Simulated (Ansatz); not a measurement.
**ZnS: a trial structure relaxed**

Aim: relax ZnS from this start, structure listed in a database for this formula (P6_3mc, No. 186), and see where it ends.

Program: Ansatz 0.2.0. Level of theory: DFT r2SCAN, scalar-relativistic, plane waves, PAW. These are calculated values, not measurements.

## (1) The starting structure

It takes space group P6_3mc (No. 186, hexagonal). Conventional cell: a = 3.808 Å, b = 3.808 Å, c = 24.891 Å, α = 90.00°, β = 90.00°, γ = 120.00°. Zn (site symmetry 3m) is surrounded by 4 S at 2.33 to 2.34 Å. Zn (site symmetry 3m) has 4 S at 2.33 Å as nearest neighbours. S (site symmetry 3m) has 4 Zn at 2.33 Å as nearest neighbours. S (site symmetry 3m) is surrounded by 4 Zn at 2.33 to 2.34 Å.

Structure file:

```cif
data_structure
_symmetry_space_group_name_H-M 'P 1'
_symmetry_Int_Tables_number 1
_cell_length_a 3.8084
_cell_length_b 3.8084
_cell_length_c 24.8910
_cell_angle_alpha 90.000
_cell_angle_beta 90.000
_cell_angle_gamma 120.000
_cell_volume 312.65
loop_
_atom_site_label
_atom_site_type_symbol
_atom_site_fract_x
_atom_site_fract_y
_atom_site_fract_z
_atom_site_occupancy
Zn1 Zn 0.33333 0.66667 0.74991 1
Zn2 Zn 0.33333 0.66667 0.12479 1
Zn3 Zn 0.00000 0.00000 0.00004 1
Zn4 Zn 0.66667 0.33333 0.87532 1
Zn5 Zn 0.66667 0.33333 0.24991 1
Zn6 Zn 0.33333 0.66667 0.37532 1
Zn7 Zn 0.00000 0.00000 0.50004 1
Zn8 Zn 0.66667 0.33333 0.62479 1
S1 S 0.00000 0.00000 0.59371 1
S2 S 0.66667 0.33333 0.96899 1
S3 S 0.33333 0.66667 0.21850 1
S4 S 0.66667 0.33333 0.34393 1
S5 S 0.33333 0.66667 0.84393 1
S6 S 0.33333 0.66667 0.46899 1
S7 S 0.66667 0.33333 0.71850 1
S8 S 0.00000 0.00000 0.09371 1
```

## (2) A first look at the start

The input, input.yaml:

```yaml
crystal:
  lattice:
    - [3.8083864859, 0.0, 0.0]
    - [-1.9041932429, 3.2981594442, 0.0]
    - [0.0, 0.0, 24.89095901]
  atoms:
    - { symbol: Zn, position: [0.33333333, 0.66666667, 0.74991292] }
    - { symbol: Zn, position: [0.33333333, 0.66666667, 0.12478582] }
    - { symbol: Zn, position: [0.0, 0.0, 4.287e-05] }
    - { symbol: Zn, position: [0.66666667, 0.33333333, 0.87532473] }
    - { symbol: Zn, position: [0.66666667, 0.33333333, 0.24991292] }
    - { symbol: Zn, position: [0.33333333, 0.66666667, 0.37532473] }
    - { symbol: Zn, position: [0.0, 0.0, 0.50004287] }
    - { symbol: Zn, position: [0.66666667, 0.33333333, 0.62478582] }
    - { symbol: S, position: [0.0, 0.0, 0.59371274] }
    - { symbol: S, position: [0.66666667, 0.33333333, 0.96898812] }
    - { symbol: S, position: [0.33333333, 0.66666667, 0.21850247] }
    - { symbol: S, position: [0.66666667, 0.33333333, 0.34392833] }
    - { symbol: S, position: [0.33333333, 0.66666667, 0.84392833] }
    - { symbol: S, position: [0.33333333, 0.66666667, 0.46898812] }
    - { symbol: S, position: [0.66666667, 0.33333333, 0.71850247] }
    - { symbol: S, position: [0.0, 0.0, 0.09371274] }
basis:
  ecutwfc: 500
kpoints:
  mp_grid: { grid: [6, 6, 1] }
hamiltonian:
  xc: r2scan
scf:
  occupations: { method: gaussian, width: 0.1 }
  lower_state_search: "off"
output:
  forces: true
  stress: true
  eigenvalues: true
```

Launch:

```sh
$ ansatz run input.yaml --threads 4 --pin off --max-ram 10240MiB --backend cpu --events-out ev --progress --plain --runs-dir out
```

What it wrote (excerpt; [...] marks lines left out):

```text
Warning: RAYON_NUM_THREADS=4 ignored (pool sized by the plan → 4); use --threads N
[...]
Pseudopotentials: kind: paw
Pseudopotential: Zn, paw, valence charge 12, recommended cutoff 500 eV (meta_gga), Zn.paw.azcp
Pseudopotential: S, paw, valence charge 6, recommended cutoff 500 eV (meta_gga), S.paw.azcp
Functional definition: r2SCAN
[...]
Crystal: 16 atoms, lattice volume = 312.647 Å³
Basis set: ecut = 500 eV, 7849 PW (Γ), exchange–correlation on 120×120×768 points (64 copies of the dense FFT grid, shifted against one another)
Bands: 88, of which v1, the nominal top of the filled ones, is band 72 counted from 1 (71 counted from 0)
Symmetry: 12 space group operations
Space group: P63mc (ITA 186), of the structure as read, at distance tolerance 6.8e-5 Å
k-points: 7 of 36
[...]
SCF iter   1: F=-33867.296091 eV  HF=-33867.600365 eV  |F-HF|=3.04e-1  |Δ(HF+E_count)|=         —  Δρ=1.55e-2  dr2=3.74e-1  dr2_τ=5.35e-2  ethr=1.77e-3  ⟨swp⟩=10.7  Hψ=3229  notcnv=0  defer=1
[...]
SCF iter   9: F=-33867.583405 eV  HF=-33867.583405 eV  |F-HF|=2.89e-9  |Δ(HF+E_count)|=   6.36e-8  Δρ=1.16e-6  dr2=6.59e-9  dr2_τ=1.57e-10  ethr=6.94e-11  ⟨swp⟩=9.7  Hψ=2474  notcnv=0
[...]
SCF converged after 9 iterations
Free energy (F): -33867.583405 eV
[...]
E sigma→0 (E₀):  -33867.583405 eV
Fermi energy:    7.003815 eV
[...]
--- Forces (eV/Å), atoms counted from 1 ---
  atom   1  Zn     0.00000000    -0.00000000     0.02045100
  atom   2  Zn    -0.00000000     0.00000000     0.01491538
  atom   3  Zn    -0.00000000     0.00000000     0.00764809
  atom   4  Zn    -0.00000000     0.00000000    -0.01802607
  atom   5  Zn    -0.00000000     0.00000000     0.02045100
  atom   6  Zn     0.00000000    -0.00000000    -0.01802607
  atom   7  Zn     0.00000000     0.00000000     0.00764809
  atom   8  Zn     0.00000000    -0.00000000     0.01491538
[...]
--- Stress (GPa, compression-positive) ---
        0.125793      -0.000000      -0.000000
       -0.000000       0.125793      -0.000000
       -0.000000      -0.000000       0.120727
  P = ⅓ Tr σ = 0.1241 GPa (1.241 kbar)
--- Band table (eV; the first three rows and the last of 7) ---
[...]
```

Run time: 6.3 s. Hardware: 4 threads of Intel Xeon 6975P-C (Granite Rapids), shared host; peak memory 1.4 GiB.

From the probe: pressure 0.1 GPa, largest force 0.02 eV/Å, gap on this mesh 2.73 eV.

## (3) The relaxation

input.yaml: that of step 2 with these lines changed.

```diff
@@ -29,4 +29,3 @@
 scf:
-  occupations: { method: gaussian, width: 0.1 }
-  lower_state_search: "off"
+  occupations: { method: gaussian, width: 0.02 }
 output:
@@ -35 +34,6 @@
   eigenvalues: true
+relax:
+  adjacent_minimum: "off"
+  f_tol: 0.01
+  max_steps: 80
+  cell: { stress_tol: 0.05 }
```

Launch:

```sh
$ ansatz run input.yaml --threads 4 --pin off --max-ram 10240MiB --backend cpu --events-out ev --progress --plain --runs-dir out
```

What it wrote:

```text
Warning: RAYON_NUM_THREADS=4 ignored (pool sized by the plan → 4); use --threads N
Engine: ansatz 0.2.0, x86_64-unknown-linux-gnu
Pseudopotentials: kind: paw
Pseudopotential: Zn, paw, valence charge 12, recommended cutoff 500 eV (meta_gga), Zn.paw.azcp
Pseudopotential: S, paw, valence charge 6, recommended cutoff 500 eV (meta_gga), S.paw.azcp
Functional definition: r2SCAN
  parameter k0 = 0.174
  parameter k1 = 0.065
  parameter a1 = 4.9479
  exchange = r2scan_x(k0 = k0, k1 = k1, a1 = a1)
  correlation = r2scan_c
Crystal: 16 atoms, lattice volume = 312.647 Å³
Basis set: ecut = 500 eV, 7849 PW (Γ), exchange–correlation on 120×120×768 points (64 copies of the dense FFT grid, shifted against one another)
Bands: 88, of which v1, the nominal top of the filled ones, is band 72 counted from 1 (71 counted from 0)
Symmetry: 12 space group operations
Space group: P63mc (ITA 186), of the structure as read, at distance tolerance 6.8e-5 Å
k-points: 7 of 36
Non-local potential: Zn, projectors of the file, l = 0: 2, l = 1: 2, l = 2: 3, l = 3: 1
Non-local potential: S, projectors of the file, l = 0: 2, l = 1: 2, l = 2: 2
PAW form: soft (Blöchl's): semilocal exchange-correlation on the pseudo side does not see the compensation charge
PAW frozen core: Zn, regenerated for the run's functional (the file was generated under x = pbe(κ = 0.804, μ = 0.2195149727645171), c = pbe(β = 0.06672455060314922))
PAW frozen core: S, regenerated for the run's functional (the file was generated under x = pbe(κ = 0.804, μ = 0.2195149727645171), c = pbe(β = 0.06672455060314922))
PAW one-centre angular grid: Zn, 590 points (default); XC on 261 of its mesh's 2673 points in the sphere
PAW one-centre angular grid: S, 302 points (default); XC on 160 Gauss nodes
Initial density: superposition of atomic densities (neutral atoms: chi_scale 0, normalization atom), corrected by the library's trained network
Initial wavefunctions: pseudopotential atomic-orbital guess
Functional: x = r2scan, c = r2scan; τ floored in thin density (d = 2e-4 eV/Å³)
SCF iter   1: F=—  HF=-33867.599869 eV  |F-HF|=—  |Δ(HF+E_count)|=         —  Δρ=1.54e-2  dr2=3.74e-1  dr2_τ=5.34e-2  ethr=1.77e-3  ⟨swp⟩=8.0  Hψ=2917  notcnv=0  defer=9
preconditioner: auto → Resta (q_TF=auto, 2.398 Å⁻¹)  ε∞=5.8  [insulator: Δε(μ)=2.713 eV  Ē_g=11.460 eV  σ=0.020 eV  W_gap=1.00  n_scr=84 (ndim 8)  ℏωp=25.2 eV  f_vac=0.028  D(μ)=0.00/eV (n_scr^D=0)  ε∞_Penn≈5.8]
SCF iter   2: F=—  HF=-33867.597485 eV  |F-HF|=—  |Δ(HF+E_count)|=   2.38e-3  Δρ=2.37e-3  dr2=1.08e-2  dr2_τ=2.18e-3  ethr=2.59e-4  ⟨swp⟩=3.0  Hψ=1247  notcnv=0  defer=63
SCF iter   3: F=—  HF=-33867.584684 eV  |F-HF|=—  |Δ(HF+E_count)|=   1.28e-2  Δρ=3.27e-3  dr2=1.56e-2  dr2_τ=1.19e-4  ethr=7.50e-6  ⟨swp⟩=2.0  Hψ=1058  notcnv=0  defer=63
SCF iter   4: F=—  HF=-33867.583422 eV  |F-HF|=—  |Δ(HF+E_count)|=   1.26e-3  Δρ=6.64e-4  dr2=7.64e-4  dr2_τ=3.52e-5  ethr=7.50e-6  ⟨swp⟩=2.7  Hψ=1028  notcnv=0  defer=63
SCF iter   5: F=—  HF=-33867.583521 eV  |F-HF|=—  |Δ(HF+E_count)|=   9.94e-5  Δρ=1.58e-4  dr2=6.52e-5  dr2_τ=1.82e-6  ethr=5.30e-7  ⟨swp⟩=2.7  Hψ=1073  notcnv=0  defer=63
SCF iter   6: F=—  HF=-33867.583405 eV  |F-HF|=—  |Δ(HF+E_count)|=   1.17e-4  Δρ=5.60e-5  dr2=6.77e-6  dr2_τ=3.81e-8  ethr=4.53e-8  ⟨swp⟩=2.1  Hψ=1063  notcnv=0  defer=63
SCF iter   7: F=—  HF=-33867.583406 eV  |F-HF|=—  |Δ(HF+E_count)|=   1.24e-6  Δρ=3.43e-5  dr2=2.21e-6  dr2_τ=2.01e-8  ethr=4.70e-9  ⟨swp⟩=2.0  Hψ=1001  notcnv=0  defer=63
SCF iter   8: F=—  HF=-33867.583405 eV  |F-HF|=—  |Δ(HF+E_count)|=   9.69e-7  Δρ=7.70e-6  dr2=1.56e-7  dr2_τ=2.86e-9  ethr=1.53e-9  ⟨swp⟩=2.0  Hψ=999  notcnv=0  defer=63
SCF iter   9: F=-33867.583405 eV  HF=-33867.583405 eV  |F-HF|=3.05e-9  |Δ(HF+E_count)|=   5.98e-8  Δρ=1.18e-6  dr2=7.03e-9  dr2_τ=1.72e-10  ethr=6.94e-11  ⟨swp⟩=12.1  Hψ=3047  notcnv=0
SCF 1 converged in 9 iterations: F = -33867.583405 eV  dr2 = 7.03e-9
relax step   1: F+E_penalty+E_count = -33867.58340491 eV  Δ(F+E_penalty+E_count) = +0.000e0 eV  max|allowed force component| = 2.045e-2 eV/Å  Δτ_max = 0.0000 Å  P = +0.124 GPa  Ω = 312.647 Å³  (9 SCF iters, dr2 threshold 1.00e-7 eV, accepted)
[... 12 lines left out ...]
relax step   2: F+E_penalty+E_count = -33867.58377764 eV  Δ(F+E_penalty+E_count) = -3.727e-4 eV  max|allowed force component| = 1.143e-2 eV/Å  Δτ_max = 0.0035 Å  P = +0.046 GPa  Ω = 312.957 Å³  energy of the carried Pulay correction = -7.073e-5 eV  (6 SCF iters, dr2 threshold 3.95e-8 eV, accepted)
[... 10 lines left out ...]
relax step   3: F+E_penalty+E_count = -33867.58379363 eV  Δ(F+E_penalty+E_count) = -1.598e-5 eV  max|allowed force component| = 2.687e-3 eV/Å  Δτ_max = 0.0013 Å  P = -0.001 GPa  Ω = 313.144 Å³  energy of the carried Pulay correction = -1.135e-4 eV  (6 SCF iters, dr2 threshold 8.16e-9 eV, accepted)
[... 9 lines left out ...]
relax step   4: F+E_penalty+E_count = -33867.58388942 eV  Δ(F+E_penalty+E_count) = -9.579e-5 eV  max|allowed force component| = 2.685e-3 eV/Å  Δτ_max = 0.0000 Å  P = -0.001 GPa  Ω = 313.144 Å³  stress off target by 8.19e-3 GPa  SCF on the basis re-selected at this cell (its energy is not comparable with the rows above)  (5 SCF iters)
basis re-selected at this cell: Δ(F+E_penalty+E_count) = -9.579e-5 eV, ΔP = +0.000 GPa vs the last step (what re-selecting the basis moved, of the pressure what is left beyond the Pulay correction that the steps carried, after the strain that the cell walked since its last selection, with what the two solves' SCF thresholds leave and, on support functions, any second-order correction that the steps lacked; it is no measure of the basis error at this ecutwfc). This SCF's stress stands 8.19e-3 GPa from its target on what of the cell is left free (relax.cell.stress_tol is 5.00e-2 GPa) and its largest allowed force component is 2.69e-3 eV/Å (relax.f_tol is 1.00e-2 eV/Å): within both
SCF converged after 5 iterations
Free energy (F): -33867.583889 eV
Harris-Foulkes:  -33867.583889 eV  (|F-HF|=1.02e-9)
Internal energy: -33867.583889 eV  (E = F + TS)
E sigma→0 (E₀):  -33867.583889 eV
Fermi energy:    6.978524 eV
--- Per-component energies (eV) ---
  E_band       = -9.302083
  E_kinetic    = 1900.568549
  E_local      = -16337.635307  (includes V_loc(G=0)·N_el)
  E_nonlocal   = 5172.882804
  E_hartree    = 6855.131860
  E_xc         = -1726.390326
  E_vxc        = -1185.934344  (∫ρ·V_xc dr)
  E_paw        = -19679.330278  (= ΣΔE_a)
  E_vpaw       = -3328.120126  (= ΣTr[D̂ρ^β])
  E_aug_tail   = -0.000536  (compensation charges beyond the density's cutoff)
  E_vtau       = 58.672415  (kinetic-family band-sum trace: ∫τ·v_τ [+ j·A + Jᵃ·Aᵃ] dr)
  E_ewald      = -10050.471572
  E_core_change = -2.339084  (= ΣΔE_core)
  E_smearing   = -0.000000  (= −TS)
  E_closure    = -0.000000  (closes the sum)
  Σ components = -33867.583889   (vs F -33867.583889, Δ=0.00e0)
--- Forces (eV/Å), atoms counted from 1 ---
  atom   1  Zn     0.00000000    -0.00000000     0.00268255
  atom   2  Zn    -0.00000000     0.00000000     0.00170283
  atom   3  Zn    -0.00000000     0.00000000     0.00125886
  atom   4  Zn    -0.00000000     0.00000000     0.00088127
  atom   5  Zn    -0.00000000     0.00000000     0.00268255
  atom   6  Zn     0.00000000    -0.00000000     0.00088127
  atom   7  Zn     0.00000000    -0.00000000     0.00125886
  atom   8  Zn     0.00000000    -0.00000000     0.00170283
  atom   9  S     -0.00000000     0.00000000    -0.00153864
  atom  10  S      0.00000000    -0.00000000    -0.00060342
  atom  11  S      0.00000000    -0.00000000    -0.00252979
  atom  12  S      0.00000000     0.00000000    -0.00187548
  atom  13  S      0.00000000    -0.00000000    -0.00187548
  atom  14  S     -0.00000000     0.00000000    -0.00060342
  atom  15  S     -0.00000000     0.00000000    -0.00252979
  atom  16  S      0.00000000    -0.00000000    -0.00153864
  max |Σ_I F_I| component: 4.36e-5 eV/Å
--- Stress (GPa, compression-positive) ---
        0.002577      -0.000000      -0.000000
       -0.000000       0.002577      -0.000000
       -0.000000      -0.000000      -0.008193
  P = ⅓ Tr σ = -0.0010 GPa (-0.010 kbar)
--- Band table (eV; the first three rows and the last of 7) ---
  k-point 0: bands = ["-8.1226", "-8.0050", "-7.9967", "-7.6863", "-7.6805", "-7.3283", "-7.3190", "-7.1586", "-0.9188", "-0.9139", "-0.9109", "-0.9109", "-0.9051", "-0.8999", "-0.8999", "-0.8808", "-0.8808", "-0.8671", "-0.8571", "-0.8519", "-0.8519", "-0.8388", "-0.8388", "-0.8107", "-0.8107", "-0.8026", "-0.8026", "-0.7925", "-0.7925", "-0.6362", "-0.6303", "-0.3798", "-0.3798", "-0.3775", "-0.3775", "-0.3695", "-0.3695", "-0.3694", "-0.3694", "-0.3592", "-0.3592", "-0.3524", "-0.3524", "-0.3338", "-0.3338", "-0.3293", "-0.3293", "-0.1625", "0.1620", "1.1497", "1.1586", "2.7370", "2.7477", "4.5012", "4.5205", "4.7111", "4.7111", "4.8279", "4.8279", "4.8320", "4.8320", "5.1299", "5.1299", "5.1362", "5.1362", "5.4625", "5.4625", "5.4719", "5.4719", "5.5977", "5.6181", "5.6181", "8.3389", "9.1050", "9.1874", "9.3731", "9.4341", "9.5575", "9.6089", "9.7264", "12.3508", "12.4122", "12.4432", "12.4432", "12.5223", "12.5850", "12.5850", "12.7423"]
[... 3 lines left out ...]
--- Relaxed structure (3 steps of the walk, 3 accepted, 1 SCFs on fresh bases) ---
  F+E_penalty+E_count = -33867.58388942 eV   max|allowed force component| = 2.685e-3 eV/Å   (the final SCF, on the basis selected at the relaxed cell)
  cell:  # Å, volume = 313.1438 Å³
    - [3.8099180472875966, -2.8879243993561857e-11, -1.0041309613729149e-33]
    - [-1.9049590236187885, 3.299485815302301, -1.4906120654163931e-33]
    - [-4.7087549761681384e-33, 2.9429718601050866e-35, 24.910472600755806]
  atoms:
    - { symbol: Zn, position: [0.33333333333333337, 0.6666666666666667, 0.7500325635280145] }
    - { symbol: Zn, position: [0.33333333333333337, 0.6666666666666667, 0.12494008109592375] }
    - { symbol: Zn, position: [-1.3971548446452683e-35, -1.417273042205503e-34, 3.636022661137038e-5] }
    - { symbol: Zn, position: [0.6666666666666667, 0.3333333333333334, 0.8751550906405051] }
    - { symbol: Zn, position: [0.6666666666666667, 0.3333333333333334, 0.25003256352801445] }
    - { symbol: Zn, position: [0.33333333333333337, 0.6666666666666667, 0.37515509064050523] }
    - { symbol: Zn, position: [4.7822674488550684e-35, 4.032841317521086e-34, 0.5000363602266114] }
    - { symbol: Zn, position: [0.6666666666666667, 0.3333333333333334, 0.6249400810959238] }
    - { symbol: S, position: [4.703030851641763e-35, 1.3990248914874478e-35, 0.5937228776067831] }
    - { symbol: S, position: [0.6666666666666667, 0.3333333333333334, 0.9688103829544339] }
    - { symbol: S, position: [0.33333333333333337, 0.6666666666666667, 0.21862059301348358] }
    - { symbol: S, position: [0.6666666666666667, 0.3333333333333334, 0.3438800509342445] }
    - { symbol: S, position: [0.33333333333333337, 0.6666666666666667, 0.8438800509342443] }
    - { symbol: S, position: [0.33333333333333337, 0.6666666666666667, 0.46881038295443406] }
    - { symbol: S, position: [0.6666666666666667, 0.3333333333333334, 0.7186205930134835] }
    - { symbol: S, position: [8.144289880454889e-35, 1.5024310790820523e-34, 0.09372287760678308] }
```

It took 23 s on 4 threads of Intel Xeon 6975P-C (Granite Rapids), shared host; peak memory 1.5 GiB.

Relaxation path:

| step | energy from step 1 (eV/cell) | largest force component (eV/Å) | pressure (GPa) | volume (Å³) |
| --- | --- | --- | --- | --- |
| 1 | 0.0000 | 0.0205 | 0.12 | 312.65 |
| 2 | -0.0004 | 0.0114 | 0.05 | 312.96 |
| 3 | -0.0004 | 0.0027 | 0.00 | 313.14 |
| 4 | -0.0005 | 0.0027 | 0.00 | 313.14 |

Step 1 is the start. Step 4 repeats the geometry before it on a plane-wave basis chosen anew for that cell, so its energy need not be comparable with the rows above.

|  | before | after | change |
| --- | --- | --- | --- |
| a (Å) | 3.808 | 3.810 | 0.0 % |
| b (Å) | 3.808 | 3.810 | 0.0 % |
| c (Å) | 24.891 | 24.910 | +0.1 % |
| volume (Å³/atom) | 19.54 | 19.57 | +0.2 % |
| shortest distance (Å) | 2.331 | 2.333 | +0.1 % |
| space group (0.01 Å) | P6_3mc | P6_3mc | same |

The run keeps the 12 symmetry operations of the start, so it could not have lowered the symmetry.

## (4) Results

Formation energies count from the elements, computed with the same settings in runs not shown here.

```
                          quantity                                                                        value
                              cell  a = 3.810 Å, b = 3.810 Å, c = 24.910 Å, α = 90.00°, β = 90.00°, γ = 120.00°
                       space group                                                             P6_3mc (No. 186)
                            volume                                                                19.57 Å³/atom
                   gap on the mesh                                                                      2.72 eV
formation energy from the elements                                                               -0.981 eV/atom
```

The space group stayed P6_3mc, and from the first guess the volume went from 19.54 to 19.57 Å³/atom. With -0.98 eV/atom it lies under the elements, which doesn't yet make it stable against other compounds of them.

The gaps are Kohn-Sham values of a semilocal functional, not quasiparticle or optical gaps. Such gaps usually fall short of the measured ones.
